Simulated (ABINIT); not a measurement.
Ta:

```
CELL_PARAMETERS angstrom
-1.65128 1.65128 1.65128
1.65128 -1.65128 1.65128
1.65128 1.65128 -1.65128
ATOMIC_POSITIONS crystal
Ta 0.00000 0.00000 0.00000
```

Base run:

```yaml
Program: ABINIT 10.8.3 (patched build)
Functional: r2SCAN
Potentials_or_basis: JTH PAW PBE v2.0
Cutoff: 626 eV
k_mesh: 11 × 11 × 11
Occupations: fermi-dirac, width 0.05 eV
Spin: no spin polarisation
```

Its results: band gap on the k mesh none (metal or under the smearing width); pressure 0.2 GPa.

After a change of settings the same cell gave: band gap on the k mesh none (metal or under the smearing width); pressure -5.3 GPa. Which change was it?
A. functional from r2SCAN to BLYP
B. functional from r2SCAN to AM05
C. functional from r2SCAN to RPBE
D. functional from r2SCAN to LDA

B.

Caveats: the PAW data sets were made with another functional, which shifts forces and pressure a little; spin-orbit coupling is left out, which moves the levels of the heavy elements.

Runs at the PBE level aren't shown here.
